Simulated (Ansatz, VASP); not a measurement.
# Cross-check of Ta2O5 between VASP and Ansatz

One calculation is typed for both programs; each brings its own data sets. How far apart do they land? The cell is taken from a series of runs on this material, whose earlier steps may have relaxed, scaled, displaced or heated it; both programs get it as it stands.

Program: Ansatz 0.2.0. Level of theory: plane waves, with VASP 6.6.1 beside it; single point at HSE06. Results are calculated unless marked as measured.

**1. Starting point**

The structure is orthorhombic, space group Cmmm (No. 65). The conventional cell has a = 3.832 Å, b = 13.013 Å, c = 3.853 Å, α = 90.00°, β = 90.00°, γ = 90.00°. Nearest to Ta lie 6 O at 1.90 to 2.20 Å. Nearest to O lie 2 Ta at 1.93 Å. Nearest to O lie 3 Ta at 1.98 to 2.20 Å. Nearest to O lie 2 Ta at 1.90 Å. Farther neighbours and most contacts between anions are not listed. That group holds within 0.01 Å; judged at 0.001 Å it is P2/m (No. 10).

**2. Ansatz: single point, HSE06**

Ansatz runs on PAW files that the input asks for by source.

A single point gives forces, pressure and levels at one fixed geometry, so differences don't come from the geometry; what else differs is listed under the comparison.

File input.yaml:

```yaml
crystal:
  lattice:
    - [3.8313909623, 0.0, -0.0293847505]
    - [0.0, 3.8534228304, 0.0]
    - [-1.8641420831, 0.0, 6.5211695107]
  atoms:
    - { symbol: Ta, position: [0.6458570225, 0.0, 0.791576456] }
    - { symbol: Ta, position: [0.3541429775, 0.0, 0.208423544] }
    - { symbol: O, position: [0.6502462089, 0.5, 0.8000199967] }
    - { symbol: O, position: [0.3497537911, 0.5, 0.1999800033] }
    - { symbol: O, position: [0.1850975352, 0.0, 0.8700300872] }
    - { symbol: O, position: [0.8149024648, 0.0, 0.1299699128] }
    - { symbol: O, position: [0.5, 0.0, 0.5] }
kpoints:
  mp_grid: { grid: [4, 4, 2] }
hamiltonian:
  xc: hse06
  pseudopotentials: { kind: paw, source: ansatz }
scf:
  occupations: { method: fixed }
  n_extra_bands: 6
  lower_state_search: "off"
  convergence: { dr2_threshold: 1.0e-09 }
output:
  eigenvalues: true
```

Launch:

```
ansatz run input.yaml --threads 4 --pin off --max-ram 18432MiB --backend cpu --events-out ev --progress --plain --runs-dir out
```

Numbers of over 12 decimals in the logs are rounded to 6 here.

The log of the run:

```text
scf.n_extra_bands = 6 over 42 filled bands (N_el = 84.0): the run solves 48 bands
Engine: ansatz 0.2.0, aarch64-unknown-linux-gnu
Pseudopotentials: kind: paw
Pseudopotential: Ta, paw, valence charge 27, recommended cutoff 520 eV (normal), Ta.paw.azcp
Pseudopotential: O, paw, valence charge 6, recommended cutoff 930 eV (normal), O.paw.azcp
Functional definition: HSE06
  parameter a = 0.25
  parameter omega = 0.11/bohr
  exchange = pbe_x - a*pbe_x_sr(omega) + a*exact_x_sr(omega)
  correlation = pbe_c
davidson cushion auto → on  (no smearing: the cushion is to keep the highest requested band from converging to the state above it; pin scf.eigensolver.cushion to override)
Crystal: 7 atoms, lattice volume = 96.067 Å³
Basis set: ecut = 930 eV, 6239 PW (Γ)
Bands: 48, of which v1, the nominal top of the filled ones, is band 42 counted from 1 (41 counted from 0)
Symmetry: 4 space group operations
Space group: P2/m (ITA 10), of the structure as read, at distance tolerance 4.6e-5 Å
k-points: 18 of 32
Non-local potential: Ta, projectors of the file, l = 0: 3, l = 1: 3, l = 2: 2, l = 3: 3
Non-local potential: O, projectors of the file, l = 0: 2, l = 1: 2, l = 2: 1
PAW form: soft (Blöchl's): semilocal exchange-correlation on the pseudo side does not see the compensation charge
PAW frozen core: Ta, regenerated for the run's functional, and the local potential with it (the file was generated under x = pbe(κ = 0.804, μ = 0.219515), c = pbe(β = 0.066725))
PAW frozen core: O, regenerated for the run's functional, and the local potential with it (the file was generated under x = pbe(κ = 0.804, μ = 0.219515), c = pbe(β = 0.066725))
PAW one-centre angular grid: Ta, 590 points (default); XC on 143 of its mesh's 597 points in the sphere
PAW one-centre angular grid: O, 110 points (default); XC on 64 Gauss nodes
Initial density: superposition of atomic densities (chi_scale 0.1, normalization cell, long waves kept (reshape's long-wave potential 0.03 eV rms))
Initial wavefunctions: pseudopotential atomic-orbital guess
Functional: x = pbe(κ = 0.804, μ = 0.219515), c = pbe(β = 0.066725), warm-up for x = pbe(κ = 0.804, μ = 0.219515) + 0.25 (exact − pbe) at short range (hse, ω = 0.207870 Å⁻¹), c = pbe(β = 0.066725); HSE06 as pw.x's `hse` composes it (authors' and Libxc's form: `xc: wpbeh`)
SCF iter   1: F=—  HF=-36409.299229 eV  |F-HF|=—  |Δ(HF+E_count)|=         —  Δρ=7.63e-2  dr2=4.40e0  ethr=1.00e-1  ⟨swp⟩=3.8  Hψ=2498  notcnv=0
preconditioner: auto → none  [insulator: Δε(μ)=1.829 eV  Ē_g=20.801 eV  n_scr=30 (ndim 8)  ℏωp=33.9 eV  f_vac=0.153]
SCF iter   2: F=—  HF=-36407.904538 eV  |F-HF|=—  |Δ(HF+E_count)|=    1.39e0  Δρ=3.01e-2  dr2=5.14e-1  ethr=5.24e-3  ⟨swp⟩=3.1  Hψ=2609  notcnv=0
SCF iter   3: F=—  HF=-36407.887872 eV  |F-HF|=—  |Δ(HF+E_count)|=   1.67e-2  Δρ=2.50e-2  dr2=4.70e-1  ethr=6.12e-4  ⟨swp⟩=3.6  Hψ=2473  notcnv=0  defer=1
SCF iter   4: F=—  HF=-36407.826152 eV  |F-HF|=—  |Δ(HF+E_count)|=   6.17e-2  Δρ=1.04e-2  dr2=9.35e-2  ethr=5.59e-4  ⟨swp⟩=3.0  Hψ=2141  notcnv=0
iter 5 solved again at ethr=7.24e-6 eV; its pass at ethr=1.11e-4 eV (dr2=6.09e-3 eV) is discarded
SCF iter   5: F=—  HF=-36407.815475 eV  |F-HF|=—  |Δ(HF+E_count)|=   1.07e-2  Δρ=3.00e-3  dr2=6.11e-3  ethr=7.24e-6  ⟨swp⟩=2.8  Hψ=3939  notcnv=0
SCF iter   6: F=—  HF=-36407.817698 eV  |F-HF|=—  |Δ(HF+E_count)|=   2.22e-3  Δρ=2.45e-3  dr2=4.25e-3  ethr=7.24e-6  ⟨swp⟩=3.1  Hψ=2316  notcnv=0
SCF iter   7: F=-36407.816881 eV  HF=-36407.816877 eV  |F-HF|=3.91e-6  |Δ(HF+E_count)|=   8.21e-4  Δρ=3.59e-4  dr2=5.50e-5  ethr=5.06e-6  ⟨swp⟩=3.0  Hψ=2126  notcnv=0
SCF 1 stopped early in 7 iterations: F = -36407.816881 eV  dr2 = 5.50e-5
  greatest PAW one-centre occupation: 0.998 electrons in one spin orbital (limit 2), on the Ta atom at site 1 (counted from 0), in its partial waves of l = 3
Initial density: handed on by an earlier stage of this run
Initial wavefunctions: those handed on with the density
Functional: x = pbe(κ = 0.804, μ = 0.219515) + 0.25 (exact − pbe) at short range (hse, ω = 0.207870 Å⁻¹), c = pbe(β = 0.066725); HSE06 as pw.x's `hse` composes it (authors' and Libxc's form: `xc: wpbeh`)
Exchange kernel: α = 0.2500, screened, ω = 0.2079 Å⁻¹, Wigner–Seitz truncation, v(0) = 1023.3943 eV·Å³, q-mesh 4×4×2, nearest image of the exchange supercell L = 13.56 Å, pair-density grid 25×25×45, without the augmentation charges, whose exchange is taken in its separable form by FFT convolution over the k-point mesh (sized by the pseudopotential files, 40×40×72 at the most), smooth part of the exact exchange by density-matrix convolution
Frozen-core exchange: fock
SCF iter   1: F=—  HF=-36407.495783 eV  |F-HF|=—  |Δ(HF+E_count)|=         —  Δρ=1.44e-2  dr2=2.31e-1  ethr=6.55e-7  ⟨swp⟩=7.1  Hψ=4932  notcnv=0
preconditioner: auto → none  [insulator: Δε(μ)=3.967 eV  Ē_g=23.368 eV  n_scr=30 (ndim 8)  ℏωp=33.9 eV  f_vac=0.225]
SCF iter   2: F=—  HF=-36407.359395 eV  |F-HF|=—  |Δ(HF+E_count)|=   1.36e-1  Δρ=1.04e-2  dr2=7.57e-2  ethr=6.55e-7  ⟨swp⟩=5.1  Hψ=4033  notcnv=0
[...]
SCF iter   8: F=-36407.383018 eV  HF=-36407.383019 eV  |F-HF|=8.34e-7  |Δ(HF+E_count)|=   3.03e-5  Δρ=4.37e-5  dr2=3.74e-6  ethr=1.12e-7  ⟨swp⟩=3.0  Hψ=2191  notcnv=0
SCF 2 stopped early in 8 iterations: F = -36407.383018 eV  dr2 = 3.74e-6
hybrid outer 1: dexx = +4.480e-2 eV, tail = 5.07e-3 eV
Exchange kernel: α = 0.2500, screened, ω = 0.2079 Å⁻¹, Wigner–Seitz truncation, v(0) = 1023.3943 eV·Å³, q-mesh 4×4×2, nearest image of the exchange supercell L = 13.56 Å, pair-density grid 25×25×45, without the augmentation charges, whose exchange is taken in its separable form by FFT convolution over the k-point mesh (sized by the pseudopotential files, 40×40×72 at the most), smooth part of the exact exchange by density-matrix convolution
Frozen-core exchange: fock
SCF iter   1: F=—  HF=-36407.380471 eV  |F-HF|=—  |Δ(HF+E_count)|=         —  Δρ=2.84e-4  dr2=6.73e-5  ethr=3.02e-5  ⟨swp⟩=2.0  Hψ=1908  notcnv=0
preconditioner: auto → none  [insulator: Δε(μ)=3.668 eV  Ē_g=23.148 eV  n_scr=30 (ndim 8)  ℏωp=33.9 eV  f_vac=0.227]
iter 2 solved again at ethr=1.32e-9 eV; its pass at ethr=7.70e-8 eV (dr2=1.11e-6 eV) is discarded
SCF iter   2: F=—  HF=-36407.380456 eV  |F-HF|=—  |Δ(HF+E_count)|=   1.49e-5  Δρ=4.97e-5  dr2=2.37e-6  ethr=1.32e-9  ⟨swp⟩=3.1  Hψ=4624  notcnv=0
SCF iter   3: F=—  HF=-36407.380466 eV  |F-HF|=—  |Δ(HF+E_count)|=   1.02e-5  Δρ=5.42e-5  dr2=2.16e-6  ethr=1.30e-9  ⟨swp⟩=4.1  Hψ=2845  notcnv=0
SCF iter   4: F=-36407.380466 eV  HF=-36407.380466 eV  |F-HF|=3.84e-8  |Δ(HF+E_count)|=   6.00e-7  Δρ=1.41e-5  dr2=1.02e-7  ethr=1.30e-9  ⟨swp⟩=3.1  Hψ=2290  notcnv=0
SCF 3 stopped early in 4 iterations: F = -36407.380466 eV  dr2 = 1.02e-7
hybrid outer 2: dexx = +9.864e-6 eV, tail = 1.51e-6 eV, Δε = 1.21e-2 eV (about 1.02e-3 eV left of the loop's levels)
Exchange kernel: α = 0.2500, screened, ω = 0.2079 Å⁻¹, Wigner–Seitz truncation, v(0) = 1023.3943 eV·Å³, q-mesh 4×4×2, nearest image of the exchange supercell L = 13.56 Å, pair-density grid 25×25×45, without the augmentation charges, whose exchange is taken in its separable form by FFT convolution over the k-point mesh (sized by the pseudopotential files, 40×40×72 at the most), smooth part of the exact exchange by density-matrix convolution
Frozen-core exchange: fock
SCF iter   1: F=—  HF=-36407.380464 eV  |F-HF|=—  |Δ(HF+E_count)|=         —  Δρ=8.07e-6  dr2=4.71e-8  ethr=9.01e-9  ⟨swp⟩=2.6  Hψ=1922  notcnv=0
preconditioner: auto → none  [insulator: Δε(μ)=3.673 eV  Ē_g=23.150 eV  n_scr=30 (ndim 8)  ℏωp=33.9 eV  f_vac=0.227]
iter 2 solved again at ethr=1.93e-12 eV; its pass at ethr=3.92e-11 eV (dr2=1.62e-9 eV) is discarded
SCF iter   2: F=—  HF=-36407.380464 eV  |F-HF|=—  |Δ(HF+E_count)|=   6.74e-9  Δρ=2.15e-6  dr2=2.22e-9  ethr=1.93e-12  ⟨swp⟩=4.0  Hψ=4453  notcnv=0
SCF iter   3: F=-36407.380464 eV  HF=-36407.380464 eV  |F-HF|=3.49e-10  |Δ(HF+E_count)|=   4.63e-9  Δρ=1.57e-6  dr2=7.30e-10  ethr=2.09e-12 (applied; sched 1.93e-12)  ⟨swp⟩=4.8  Hψ=2565  notcnv=0  defer=2
SCF 4 converged in 3 iterations: F = -36407.380464 eV  dr2 = 7.30e-10
hybrid outer 3: dexx = +6.518e-9 eV, tail = 1.98e-9 eV, Δε = 3.18e-4 eV (about 4.66e-5 eV left of the loop's levels)
the search or the solves at the SCF's close seem to have found levels that the self-consistency loop had missed (the run counts 3). By its estimate they hold under 1e-12 electrons; where the run keeps them, the occupations were computed again with them
hybrid SCF converged: 3 outer / 15 inner (+7 warm-up), last move |dexx| = 6.52e-9 eV, tail = 1.98e-9 eV
Stability not checked: this state was not tested for a lower state beside it, because the functional holds exact exchange (a hybrid, or Hartree-Fock), whose exchange loop this test does not read (fock_operator; see scf.lower_state_search)
Free energy (F): -36407.380464 eV
Frozen-core exchange: fock
Harris-Foulkes:  -36407.380464 eV  (|F-HF|=3.49e-10)
Internal energy: -36407.380464 eV  (E = F + TS)
E sigma→0 (E₀):  -36407.380464 eV
Fermi energy:    7.639650 eV
--- Per-component energies (eV) ---
  E_band       = -990.794203
  E_kinetic    = 2199.884190
  E_local      = -26309.855561  (includes V_loc(G=0)·N_el)
  E_nonlocal   = 5353.563616
  E_hartree    = 9245.458194
  E_xc         = -1293.724853
  E_vxc        = -915.220358  (∫ρ·V_xc dr)
  E_exx        = -344.827114  (= α·E_x^exact, valence–valence)
  E_paw        = -15428.161279  (= ΣΔE_a)
  E_vpaw       = 879.573276  (= ΣTr[D̂ρ^β])
  E_aug_tail   = -0.000006  (compensation charges beyond the density's cutoff)
  E_ewald      = -9830.785191
  E_core_change = 1.067541  (= ΣΔE_core)
  E_smearing   = -0.000000  (= −TS)
  E_closure    = -0.000000  (closes the sum)
  Σ components = -36407.380464   (vs F -36407.380464, Δ=0.00e0)
--- Band table (eV; the first three rows and the last of 18) ---
  k-point 0: bands = [... 38 lower, 6.6381, 6.8371, 6.9962, 7.0858, 11.3548, 11.8029, 11.9917, 13.6150, ... 2 higher]
  k-point 1: bands = [... 38 lower, 6.6450, 6.7805, 6.8543, 6.9042, 11.3127, 11.8520, 11.8720, 13.5083, ... 2 higher]
  k-point 2: bands = [... 38 lower, 5.6097, 6.1771, 6.1787, 6.9551, 13.1003, 13.5332, 13.6045, 13.7262, ... 2 higher]
  k-point 17: bands = [... 38 lower, 5.5760, 6.9590, 7.5301, 7.6397, 12.4839, 14.4601, 15.0140, 15.7196, ... 2 higher]
```

Reading the cycles: dr2 is the Hartree energy of the density residual (eV), the measure of convergence; HF is the Harris–Foulkes estimate of the energy, which meets the free energy F at convergence.

**3. VASP: single point, HSE06**

The same cell, functional and mesh now go to VASP, with its own data sets.

Lines of VASP's logs that name or quote its potential files are left out, and so is its time.

The run reads the wave functions of an earlier VASP run, which isn't shown here.

File INCAR:

```
SYSTEM = Ta2O5
PREC = Accurate
ENCUT = 520
EDIFF = 1E-06
NELM = 100
ISMEAR = 0
SIGMA = 0.01
LREAL = .FALSE.
ALGO = Normal
LHFCALC = .TRUE.
AEXX = 0.25
GGA = PE
HFSCREEN = 0.208
LASPH = .TRUE.
NBANDS = 33
PRECFOCK = Fast
LORBIT = 11
LWAVE = .FALSE.
LCHARG = .FALSE.
KPAR = 4
NCORE = 2
ISIF = 2
```

File POSCAR:

```
Ta2O5
1.0
    3.8313909623      0.0000000000     -0.0293847505
    0.0000000000      3.8534228304      0.0000000000
   -1.8641420831      0.0000000000      6.5211695107
Ta O
2 5
Direct
    0.6458570225      0.0000000000      0.7915764560
    0.3541429775      0.0000000000      0.2084235440
    0.6502462089      0.5000000000      0.8000199967
    0.3497537911      0.5000000000      0.1999800033
    0.1850975352      0.0000000000      0.8700300872
    0.8149024648      0.0000000000      0.1299699128
    0.5000000000      0.0000000000      0.5000000000
```

File KPOINTS:

```
Automatic mesh
0
Gamma
4 4 2
0 0 0
```

Potentials, in the order of the species: Ta_pv and O (PBE family, release 64).

Launch:

```
mpirun -np 8 vasp_std
```

The log of the run:

```text
[banner, memory and clock lines left out]
running    8 mpi-ranks, on    1 nodes
 distrk:  each k-point on    2 cores,    4 groups
 distr:  one band on    2 cores,    1 groups

 POSCAR found type information on POSCAR TaO
 POSCAR found :  2 types and       7 ions
 LDA part: xc-table for (Slater+PW92), standard interpolation
 found WAVECAR, reading the header
 POSCAR, INCAR and KPOINTS ok, starting setup
 FFT: planning ... GRIDC
 FFT: planning ... GRID_SOFT
 FFT: planning ... GRID
 reading WAVECAR
 the WAVECAR file was read successfully
 initial charge from wavefunction
 entering main loop
       N       E                     dE             d eps       ncg     rms          rms(c)
DAV:   1    -0.826640856319E+02   -0.82664E+02   -0.14470E+00  1306   0.953E+00    0.374E+00
DAV:   2    -0.826157774147E+02    0.48308E-01   -0.20160E-01  1293   0.376E+00    0.183E+00
DAV:   3    -0.826090026153E+02    0.67748E-02   -0.39967E-02  1367   0.140E+00    0.828E-01
DAV:   4    -0.826067093669E+02    0.22932E-02   -0.64967E-03  1377   0.529E-01    0.409E-01
DAV:   5    -0.826061950012E+02    0.51437E-03   -0.25289E-03  1334   0.281E-01    0.205E-01
DAV:   6    -0.826061214757E+02    0.73525E-04   -0.17570E-04  1426   0.999E-02    0.104E-01
DAV:   7    -0.826060973467E+02    0.24129E-04   -0.51412E-05  1409   0.524E-02    0.552E-02
DAV:   8    -0.826060956957E+02    0.16510E-05   -0.82350E-06  1456   0.223E-02    0.326E-02
DAV:   9    -0.826060956875E+02    0.82400E-08   -0.33978E-06  1087   0.145E-02
   1 F= -.82606096E+02 E0= -.82606096E+02  d E =-.142318E-16
```

[end of part 1 of 2]

[Lines on the potential files, build, host, timing and source positions are cut from VASP's logs without a mark.]

[Logs are printed without paths, hosts, clocks, repeated set-up lines and the standing remarks that a program may print on its own settings, such as how far it seeks lower states.]

[Hosts, paths, dates, database ids (printed as entryN), source tags and the programs' standing remarks are cut or masked in the printed files.]
